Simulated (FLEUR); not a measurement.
# SnTe (Fm-3m) in FLEUR: a series of runs, part 2 of 2

FLEUR MaX-R8.1 (later development tree). The steps go on from the part before.

### Step 8. Band structure, r2SCAN

Changes to inp.xml since step 6:

```diff
@@ -7,5 +7,8 @@
       <cutoffs Kmax="4.1" Gmax="12.7" GmaxXC="12.7" numbands="0"/>
-      <scfLoop itmax="60" minDistance="0.00001" maxIterBroyd="15" imix="Anderson" alpha="0.05" precondParam="0.0" spinf="2.0" sdNocoIR="T"/>
-      <coreElectrons ctail="T" frcor="F" kcrel="0" coretail_lmax="0"/>
-      <xcFunctional name="vwn" relativisticCorrections="F"/>
+      <scfLoop itmax="80" minDistance="0.0001" maxIterBroyd="30" imix="Anderson" alpha="0.05" precondParam="0.0" spinf="2.0" sdNocoIR="T"/>
+      <coreElectrons ctail="F" frcor="F" kcrel="0" coretail_lmax="0"/>
+      <xcFunctional name="LibXC" relativisticCorrections="F">
+         <LibXCName exchange="mgga_x_r2scan" correlation="mgga_c_r2scan"/>
+         <AuxGGA exchange="117" correlation="130"/>
+      </xcFunctional>
       <magnetism jspins="1"/>
@@ -24,3 +27,3 @@
       <xi:include xmlns:xi="http://www.w3.org/2001/XInclude" href="sym.xml"> </xi:include>
-      <bulkLattice scale="1.0196128224">
+      <bulkLattice scale="1.0">
          <bravaisMatrix>
```

crystal.txt reads:

```
SnTe
&input cartesian=F /
0.0000000000  3.1508500000  3.1508500000
3.1508500000  0.0000000000  3.1508500000
3.1508500000  3.1508500000  0.0000000000
1.8897261246
1.0 1.0 1.0

2
52 0.5000000000  0.5000000000  0.5000000000
50 0.0000000000  0.0000000000  0.0000000000

&kpt div1=7 div2=7 div3=7 gamma=T /
```

inp.xml (bands) reads:

```
<?xml version="1.0" encoding="UTF-8" standalone="no"?>
<fleurInput fleurInputVersion="0.39">
   <comment>
      SnTe                                                                                                
   </comment>
   <calculationSetup>
      <cutoffs Kmax="4.1" Gmax="12.7" GmaxXC="12.7" numbands="0"/>
      <scfLoop itmax="80" minDistance="0.0001" maxIterBroyd="30" imix="Anderson" alpha="0.05" precondParam="0.0" spinf="2.0" sdNocoIR="T"/>
      <coreElectrons ctail="F" frcor="F" kcrel="0" coretail_lmax="0"/>
      <xcFunctional name="LibXC" relativisticCorrections="F">
         <LibXCName exchange="mgga_x_r2scan" correlation="mgga_c_r2scan"/>
         <AuxGGA exchange="117" correlation="130"/>
      </xcFunctional>
      <magnetism jspins="1"/>
      <soc l_soc="F" theta="0.0" phi="0.0" spav="F"/>
      <expertModes spex="0" secvar="F"/>
      <geometryOptimization l_f="F" forcealpha="1.0" forcemix="BFGS" epsdisp="0.00001" epsforce="0.00001"/>
      <ldaU l_linMix="F" mixParam="0.05" spinf="1.0"/>
   </calculationSetup>
   <cell>
      <bzIntegration valenceElectrons="44.0" mode="hist" fermiSmearingEnergy="0.00183747">
         <kPointListSelection listName="path-1"/>
         <!-- k-points included here -->
         <xi:include xmlns:xi="http://www.w3.org/2001/XInclude" href="kpts.xml"> </xi:include>
      </bzIntegration>
[... 36 lines left out ...]
         </electronConfig>
         <energyParameters s="5" p="5" d="4" f="4"/>
         <lo type="SCLO" l="0" n="4" eDeriv="0"/>
         <lo type="SCLO" l="1" n="4" eDeriv="0"/>
         <lo type="SCLO" l="1" n="4" eDeriv="1"/>
         <lo type="SCLO" l="2" n="4" eDeriv="2"/>
         <lo type="SCLO" l="3" n="4" eDeriv="2"/>
      </species>
   </atomSpecies>
   <atomGroups>
      <atomGroup species="Tellurium (Te)">
         <relPos label="                   1">1.000/2.000 1.000/2.000 1.000/2.000</relPos>
         <force calculate="T" relaxXYZ="TTT"/>
      </atomGroup>
      <atomGroup species="Tin (Sn)">
         <relPos label="                   2">.0000000000 .0000000000 .0000000000</relPos>
         <force calculate="T" relaxXYZ="TTT"/>
      </atomGroup>
   </atomGroups>
   <output dos="F" band="T" slice="F">
      <checks vchk="F" cdinf="F"/>
      <bandDOS minEnergy="-.5*Htr" maxEnergy="0.5*Htr" sigma="0.015" storeEVData="T"/>
      <vacuumDOS vacdos="F" integ="F" star="F" nstars="0" locx1="0.0" locy1="0.0" locx2="0.0" locy2="0.0" nstm="0" tworkf="0.0"/>
      <unfoldingBand unfoldBand="F" supercellX="1" supercellY="1" supercellZ="1"/>
      <plotting iplot="0" polar="F">
         <plot TwoD="T" vec1="  1.0  0.0  0.0" vec2="  0.0  1.0  0.0" vec3="  0.0  0.0  1.0" zero="  0.0  0.0  0.0" file="plot"/>
      </plotting>
      <chargeDensitySlicing numkpt="0" minEigenval="0.0" maxEigenval="0.0" nnne="0" pallst="F"/>
      <specialOutput eonly="F"/>
      <moessbauerParams electricFieldGradient="T" isomerShift="T" coreHyperfine="T" valenceHyperfine="T"/>
      <magneticCircularDichroism mcd="F" energyLo="-10.0" energyUp="0.0"/>
   </output>
  <!-- We include the file relax.xml here to enable relaxations (see documentation) -->
  <xi:include xmlns:xi="http://www.w3.org/2001/XInclude" href="relax.xml"> <xi:fallback/> </xi:include>
</fleurInput>
```

Run with:

```
$ inpgen -f crystal.txt -profile fastHighL
$ # inp.xml edited to the form shown
$ fleur_MPI
$ fleur_MPI   # second run, on inp.xml (bands)
```

It took 66 s on 1 thread of Arm Neoverse V1, shared host; peak memory 0.09 GiB.

The run converged. Its results:

| Item | Value |
| --- | --- |
| Free energy | -353096.5866 eV |
| Band gap along the path | 0.03 eV, direct |
| Valence electrons inside the program's atomic spheres | Te 20.15; Sn 20.10 (radii Te 2.66, Sn 2.66 bohr) |

Levels at the corners of the path, in eV from the Fermi level:
| point | band 18 | band 19 | band 20 | band 21 | band 22 | band 23 | band 24 | band 25 | band 26 | band 27 |
| --- | --- | --- | --- | --- | --- | --- | --- | --- | --- | --- |
| Γ | -13.58 | -4.81 | -2.57 | -2.57 | -2.57 | 3.36 | 3.36 | 3.36 | 4.93 | 4.93 |
| X | -11.89 | -6.83 | -6.06 | -4.20 | -4.20 | 2.24 | 5.04 | 5.04 | 6.64 | 9.30 |
| W | -11.80 | -7.84 | -5.29 | -5.29 | -1.11 | 0.77 | 4.76 | 4.76 | 6.26 | 6.26 |
| K | -11.85 | -7.90 | -5.65 | -3.68 | -3.02 | 2.98 | 3.16 | 4.33 | 5.75 | 8.34 |
| Γ | -13.58 | -4.81 | -2.57 | -2.57 | -2.57 | 3.36 | 3.36 | 3.36 | 4.93 | 4.93 |
| L | -12.22 | -8.88 | -2.20 | -2.20 | 0.01 | 0.05 | 0.21 | 0.21 | 8.12 | 9.08 |
| U | -11.85 | -7.90 | -5.65 | -3.68 | -3.02 | 2.98 | 3.16 | 4.33 | 5.75 | 8.34 |
| W | -11.80 | -7.84 | -5.29 | -5.29 | -1.11 | 0.77 | 4.76 | 4.76 | 6.26 | 6.26 |
| L | -12.22 | -8.88 | -2.20 | -2.20 | 0.01 | 0.05 | 0.21 | 0.21 | 8.12 | 9.08 |
| K | -11.85 | -7.90 | -5.65 | -3.68 | -3.02 | 2.98 | 3.16 | 4.33 | 5.75 | 8.34 |
| U | -11.85 | -7.90 | -5.65 | -3.68 | -3.02 | 2.98 | 3.16 | 4.33 | 5.75 | 8.34 |
| X | -11.89 | -6.83 | -6.06 | -4.20 | -4.20 | 2.24 | 5.04 | 5.04 | 6.64 | 9.30 |

Core levels (eV from the Fermi level):
```tsv
atom	levels
1 Te	1s1/2 -31604.8, 2s1/2 -4841.5, 2p1/2 -4535.2, 2p3/2 -4260.7, 3s1/2 -960.1, 3p1/2 -834.2, 3p3/2 -783.1, 4s1/2 -159.8, 3d3/2 -561.4, 3d5/2 -550.7
2 Sn	1s1/2 -28993.6, 2s1/2 -4372.7, 2p1/2 -4083.6, 2p3/2 -3853.0, 3s1/2 -840.9, 3p1/2 -723.6, 3p3/2 -681.5, 3d3/2 -474.4, 3d5/2 -465.7
```

Caveat: this odd mesh misses L, where the gap lies, so gap, dielectric constants and Born charges aren't listed; the meta-GGA is that of a development version, with a GGA for the radial functions and cores and without core tails; spin-orbit coupling is left out, which moves the levels of the heavy elements.

### Step 9. Comparison with measurements

Step 8. A measured gap of SnTe is 0.18 eV (direct; 300 K; a printed reference work, textbook); the calculated 0.03 eV misses it by -0.15 eV. Spin-orbit coupling on Sn, Te is left out. The value is that of r2SCAN, without temperature or zero-point motion.
